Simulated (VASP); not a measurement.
# Cu (P-1) in VASP: settings compared

Aim: see how the results for Cu move with the level of theory and the settings. Levels: PBE, LDA. Tasks: relaxation of cell and atoms, relaxation of the atoms.

Everything below comes from runs of VASP 6.6.1. Logs are shortened: lines on timing, memory, paths and dates and some standing lists are left out, and cuts for length are marked.

## Step 1: The cell of the first run

The typed cell holds 1 atom: a = 2.565 Å, b = 2.598 Å, c = 2.506 Å, α = 59.95°, β = 60.31°, γ = 59.68°.

## Step 2: Relaxation of cell and atoms, PBE (cell sheared at random, sigma 0.01, atoms nudged by 0.01 Å)

Input file INCAR:

```
SYSTEM = Cu
ALGO = Normal ; EDIFF = 1E-7
EDIFFG = -0.01 ; ENCUT = 600
GGA = PE ; IBRION = 2
ISIF = 3 ; ISMEAR = 1
LASPH = .True. ; LCHARG = .False.
LREAL = .False. ; LWAVE = .False.
NELM = 80 ; NSW = 60
PREC = Accurate ; SIGMA = 0.2
```

Input file KPOINTS:

```
k-points
0
Gamma
  13 12 13
  0 0 0
```

Input file POSCAR:

```
Cu
1.0
   -0.0044255800      1.7884307700      1.8385346600
    1.8229069400     -0.0174867600      1.8515958300
    1.7828182100      1.7614032200      0.0226019700
Cu
1
Direct
    0.0000000000      0.0000000000      0.0000000000
```

Potentials or basis: VASP PAW PBE potentials, release 64 (Cu).

Launch:

```sh
$ cat potpaw_PBE.64/Cu/POTCAR > POTCAR
$ mpirun -np 1 vasp_std > vasp.out
```

OUTCAR:

```text
SYSTEM = Cu
   EDIFF = 1E-7
   EDIFFG = -0.01
   ENCUT = 600
   GGA = PE
   IBRION = 2
   ISIF = 3
   ISMEAR = 1
   LASPH = .True.
   LREAL = .False.
   NELM = 80
   NSW = 60
   PREC = Accurate

 ion  position               nearest neighbor table
   1  0.000  0.000  0.000-

  LATTYP: Found a triclinic cell.
 ALAT       =     2.5480546281
 B/A-ratio  =     1.0082882629
 C/A-ratio  =     0.9836094730
 COS(alpha) =     0.0119811773
 COS(beta)  =     0.4850611349
 COS(gamma) =     0.5027164128

  Lattice vectors:

 A1 = (  -1.7872437900,   0.0270275500,   1.8159326900)
 A2 = (  -1.8273325200,   1.8059175300,  -0.0130611700)
 A3 = (  -1.7828182100,  -1.7614032200,  -0.0226019700)

Analysis of symmetry for initial positions (statically):
=====================================================================
 Subroutine PRICEL returns:
 Original cell was already a primitive cell.

 Routine SETGRP: Setting up the symmetry group for a
 triclinic supercell.

 Subroutine GETGRP returns: Found  2 space group operations
 (whereof  2 operations were pure point group operations)
 out of a pool of  2 trial point group operations.

The static configuration has the point symmetry S_2 .

Analysis of symmetry for dynamics (positions and initial velocities):
=====================================================================
 Subroutine PRICEL returns:
 Original cell was already a primitive cell.

 Routine SETGRP: Setting up the symmetry group for a
 triclinic supercell.

 Subroutine GETGRP returns: Found  2 space group operations
 (whereof  2 operations were pure point group operations)
 out of a pool of  2 trial point group operations.

The dynamic configuration has the point symmetry S_2 .

 Subroutine INISYM returns: Found  2 space group operations
 (whereof  2 operations are pure point group operations),
 and found     1 'primitive' translations

----------------------------------------------------------------------------------------

                                     Primitive cell

  volume of cell :      11.8051

  direct lattice vectors                    reciprocal lattice vectors
    -0.004425580  1.788430770  1.838534660    -0.276304818  0.276140091  0.274631622
     1.822906940 -0.017486760  1.851595830     0.270898396 -0.277666181  0.270751286
     1.782818210  1.761403220  0.022601970     0.283233940  0.284595303 -0.276157710

  length of vectors
     2.564900369  2.598403859  2.506290670     0.477514638  0.473065226  0.487318204

  position of ions in fractional coordinates (direct lattice)
     0.000000000  0.000000000  0.000000000

  ion indices of the primitive-cell ions
   primitive index   ion index
                 1           1

----------------------------------------------------------------------------------------

 KPOINTS: k-points

Automatic generation of k-mesh.
 Grid dimensions read from file:
 generate k-points for:   13   12   13

 Generating k-lattice:

  Cartesian coordinates                     Fractional coordinates (reciprocal lattice)
    -0.021254217  0.021241545  0.021125509     0.076923077  0.000000000  0.000000000
     0.022574866 -0.023138848  0.022562607     0.000000000  0.083333333  0.000000000
     0.021787226  0.021891946 -0.021242901     0.000000000  0.000000000  0.076923077

  Length of vectors
     0.036731895  0.039422102  0.037486016

  Shift w.r.t. Gamma in fractional coordinates (k-lattice)
     0.000000000  0.000000000  0.000000000

 Subroutine IBZKPT returns following result:
 ===========================================

 Found   1015 irreducible k-points:

 Following reciprocal coordinates:
            Coordinates               Weight
  0.000000  0.000000  0.000000      1.000000
  0.076923 -0.000000  0.000000      2.000000
  0.153846 -0.000000  0.000000      2.000000
  0.230769 -0.000000  0.000000      2.000000
  0.307692 -0.000000  0.000000      2.000000
  0.384615  0.000000  0.000000      2.000000
[... 16 lines left out ...]
  0.153846  0.166667  0.000000      2.000000
  0.230769  0.166667  0.000000      2.000000
 [... further k-points ...]
   k-points           NKPTS =   1015   k-points in BZ     NKDIM =   1015   number of bands    NBANDS=      9
   number of dos      NEDOS =    301   number of ions     NIONS =      1
   total plane-waves  NPLWV =   9600
   dimension x,y,z NGX =    20 NGY =   24 NGZ =   20
   dimension x,y,z NGXF=    40 NGYF=   48 NGZF=   40
   ions per type =               1
   NGX,Y,Z   is equivalent  to a cutoff of  12.96, 15.36, 13.27 a.u.
   NGXF,Y,Z  is equivalent  to a cutoff of  25.93, 30.71, 26.53 a.u.
 SYSTEM =  Cu
   PREC   = accura    normal or accurate (medium, high low for compatibility)
   ISTART =      0    job   : 0-new  1-cont  2-samecut
   ICHARG =      2    charge: 1-file 2-atom 10-const
   ISPIN  =      1    spin polarized calculation?
   LNONCOLLINEAR =      F non collinear calculations
   LSORBIT =      F    spin-orbit coupling
   LASPH  =      T    aspherical Exc in radial PAW
   ENCUT  =  600.0 eV  44.10 Ry    6.64 a.u.   5.12  5.19  5.01*2*pi/ulx,y,z
   NELM   =     80;   NELMIN=  2; NELMDL= -5     # of ELM steps
   EDIFF  = 0.1E-06   stopping-criterion for ELM
   LREAL  =      F    real-space projection
   EDIFFG = -.1E-01   stopping-criterion for IOM
   NSW    =     60    number of steps for IOM
   IBRION =      2    ionic relax: 0-MD 1-quasi-New 2-CG
   NFREE  =      1    steps in history (QN), initial steepest desc. (CG)
   ISIF   =      3    stress and relaxation
   ISYM   =      2    0-nonsym 1-usesym 2-fastsym
   POTIM  = 0.5000    time-step for ionic-motion
   TEBEG  =    0.0;   TEEND  =   0.0 temperature during run
   PSTRESS=    0.0 pullay stress
   NELECT =      11.0000    total number of electrons
   NUPDOWN=      -1.0000    fix difference up-down
   EMIN   =  10.00;   EMAX   =-10.00  energy-range for DOS
   EFERMI =   0.00;   METHOD = LEGACY
   ISMEAR =     1;   SIGMA  =   0.20  broadening in eV -4-tet -1-fermi 0-gaus
   EFERMI_NEDOS =   21; number of points for ismear=-14 and -15
   IALGO  =     38    algorithm
   IMIX   =      4    mixing-type and parameters
     AMIX     =   0.40;   BMIX     =  1.00
     AMIX_MAG =   1.60;   BMIX_MAG =  1.00
  volume/ion in A,a.u.               =      11.81        79.66
  Fermi-wavevector in a.u.,A,eV,Ry     =   1.599003  3.021678 34.787530  2.556811
  Thomas-Fermi vector in A             =   2.696364
   LORBIT       =      0    0 simple, 1 ext, 2 COOP (PROOUT), +10 PAW based schemes
   GGA     = PE    functional components
   LHFCALC =     F    Hartree Fock is set to
   AEXX    =    0.0000 exact exchange contribution
   IVDW    =     0    specifies the selected vdW correction
   LEPSILON=     F    determine dielectric tensor
   LRPA    =     F    only Hartree local field effects (RPA)
 conjugate gradient relaxation of ions
 non-spin polarized calculation
 Methfessel and Paxton  Order N= 1 SIGMA  =   0.20
  energy-cutoff  :      600.00
  volume of cell :       11.81
 maximum number of plane-waves:       406
   NGX = 11   NGY = 11   NGZ =  9

--------------------------------------- Ionic step        1  -------------------------------------------

 number of electron      11.0000004 magnetization

 Free energy of the ion-electron system (eV)
  ---------------------------------------------------
  ext. energy  EPLUGINS =         0.00000000
  ---------------------------------------------------
  free energy    TOTEN  =        -3.72725947 eV

  energy without entropy =       -3.72774302  energy(sigma->0) =       -3.72742065

------------------------ aborting loop because EDIFF is reached ----------------------------------------

  FORCE on cell =-STRESS in cart. coord.  units (eV):
  Direction    XX          YY          ZZ          XY          YZ          ZX
  --------------------------------------------------------------------------------------
  -------------------------------------------------------------------------------------
  Total        0.2155623      0.2383739      0.1056154      0.1578961     -0.0739584     -0.0669129
  in kB       29.2559587     32.3519189     14.3340361     21.4295327    -10.0375735     -9.0813715
  external PRESSURE =      25.3139712 kB  Pullay stress =       0.0000000 kB
[... 195 lines left out ...]
  energy  without entropy=       -3.7325422359  energy(sigma->0) =       -3.73201622

--------------------------------------- Ionic step        7  -------------------------------------------

 number of electron      11.0000000 magnetization

 Free energy of the ion-electron system (eV)
  ---------------------------------------------------
  ext. energy  EPLUGINS =         0.00000000
  ---------------------------------------------------
  free energy    TOTEN  =        -3.73183907 eV

  energy without entropy =       -3.73268055  energy(sigma->0) =       -3.73211957

 E-fermi :   7.4059     XC(G=0): -12.6308

 val. band max:        7.3956854037   @ k =   0.4615   0.0000   0.2308
 cond. band min:       7.4312908419   @ k =  -0.0000   0.2500   0.4615
 fundamental gap:      0.0356054382
 Fermi energy:         7.4059163436

 k-point     1 :       0.0000    0.0000    0.0000
  band No.  band energies     occupation
      1      -1.8433      2.00000
      2       4.3733      2.00000
      3       4.4131      2.00000
      4       4.4278      2.00000
      5       5.1958      2.00000
      6       5.2188      2.00000
      7      29.8239      0.00000
      8      32.0623      0.00000
      9      32.5116      0.00000
[... 265 lines left out ...]
 k-point    24 :       0.2308    0.1667    0.0000
  band No.  band energies     occupation
      1       0.0573      2.00000
      2       3.9268      2.00000
      3       4.6986      2.00000
      4       4.8296      2.00000
      5       4.9540      2.00000
      6       5.3964      2.00000
      7      24.0990      0.00000
      8      26.1253      0.00000
      9      27.5552      0.00000

 [... further k-points ...]
[... 5 lines left out ...]
  --------------------------------------------------------------------------------------
  -------------------------------------------------------------------------------------
  Total       -0.0079442     -0.0022755     -0.0080527      0.0022388      0.0051282      0.0058443
  in kB       -1.0601267     -0.3036573     -1.0746106      0.2987550      0.6843471      0.7799079
  external PRESSURE =      -0.8127982 kB  Pullay stress =       0.0000000 kB
[... 16 lines left out ...]
  FREE ENERGIE OF THE ION-ELECTRON SYSTEM (eV)
  ---------------------------------------------------
  free  energy   TOTEN  =        -3.7318390746 eV

  energy  without entropy=       -3.7326805515  energy(sigma->0) =       -3.73211957

 reached required accuracy - stopping structural energy minimisation
```

It took 4.7 min on 1 thread of Intel Xeon Platinum 8488C (Sapphire Rapids), shared host; peak memory 0.28 GiB.

Results:

```
Free energy                            : -3.7318 eV
Relaxed volume                         : 12.01 Å³/atom
Relaxed cell                           : a = 2.560 Å, b = 2.584 Å, c = 2.561 Å, α = 60.11°, β = 60.12°, γ = 60.10°
Space group after relaxing (to 0.05 Å) : Fm-3m (No. 225)
Energy gained by relaxing              : 4.6 meV/atom
Ionic steps                            : 7
Pressure after relaxing                : -0.1 GPa
Band gap on the k mesh                 : none (metal or under the smearing width)
```

Step by step:
```csv
step,energy change (eV),largest force (eV/Å),pressure (GPa),volume (Å³)
1,0.0000,0.0000,2.53,11.81
2,-0.0034,0.0000,-1.38,12.13
3,-0.0036,0.0000,-0.76,12.07
4,-0.0043,0.0000,-0.16,12.01
5,-0.0044,0.0000,0.07,11.99
6,-0.0045,0.0000,0.02,12.00
7,-0.0046,0.0000,-0.08,12.01
```

Final structure:
```cif
data_structure
_symmetry_space_group_name_H-M 'P 1'
_symmetry_Int_Tables_number 1
_cell_length_a 2.5599
_cell_length_b 2.5840
_cell_length_c 2.5606
_cell_angle_alpha 60.106
_cell_angle_beta 60.118
_cell_angle_gamma 60.101
_cell_volume 12.01
loop_
_atom_site_label
_atom_site_type_symbol
_atom_site_fract_x
_atom_site_fract_y
_atom_site_fract_z
_atom_site_occupancy
Cu1 Cu 0.00000 0.00000 0.00000 1
```

## Step 3: Relaxation of the atoms, LDA (cell sheared at random, sigma 0.01, atoms nudged by 0.01 Å)

Input file INCAR:

```
SYSTEM = Cu
PREC     = Accurate       ! precision mode
ENCUT    = 520            ! plane-wave cutoff, eV
EDIFF    = 1E-6           ! SCF threshold, eV
ISMEAR   = 1              ! smearing method
SIGMA    = 0.2            ! smearing width, eV
LREAL    = .FALSE.        ! projectors in reciprocal space
LASPH    = .TRUE.         ! aspherical terms in the spheres
NELM     = 80             ! most SCF steps
ALGO     = Normal         ! electronic algorithm
ISIF     = 2              ! what is computed and relaxed
LWAVE    = .FALSE.        ! write WAVECAR
LCHARG   = .FALSE.        ! write CHGCAR
IBRION   = 2              ! ionic algorithm
NSW      = 60             ! ionic steps
EDIFFG   = -0.005         ! ionic threshold
```

Input file KPOINTS:

```
regular mesh
0
G
  13 12 13
  0 0 0
```

POSCAR is that of step 2.

Potentials or basis: VASP PAW LDA potentials, release 64 (Cu).

Launch:

```sh
$ cat potpaw_LDA.64/Cu/POTCAR > POTCAR
$ mpirun -np 1 vasp_std > vasp.out
```

Wall time 55 s (1 thread of Intel Xeon Platinum 8488C (Sapphire Rapids), shared host); peak memory 0.22 GiB.

Results (log left out):

* Free energy: -4.6755 eV
* Pressure after relaxing: -11.6 GPa
* Band gap on the k mesh: none (metal or under the smearing width)

Stress tensor (GPa, compression positive):
```
-11.20   1.79  -0.66
  1.79 -10.93  -0.95
 -0.66  -0.95 -12.62
```

Final structure:
```
Cu
1.0
    -0.00443    1.78843    1.83853
     1.82291   -0.01749    1.85160
     1.78282    1.76140    0.02260
Cu
1
Direct
  0.00000 0.00000 0.00000
```

Levels at points of the mesh, in eV from the Fermi level:
```csv
k point,band 2,band 3,band 4,band 5,band 6,band 7,band 8,band 9
"(0.00, 0.00, 0.00)",-3.19,-3.11,-2.97,-2.30,-2.18,22.55,24.49,25.03
"(0.00, 0.50, 0.00)",-3.21,-3.00,-1.72,-1.66,-1.16,3.45,21.00,22.35
```

Caveat: the relaxation stopped at its first step, so nothing moved.
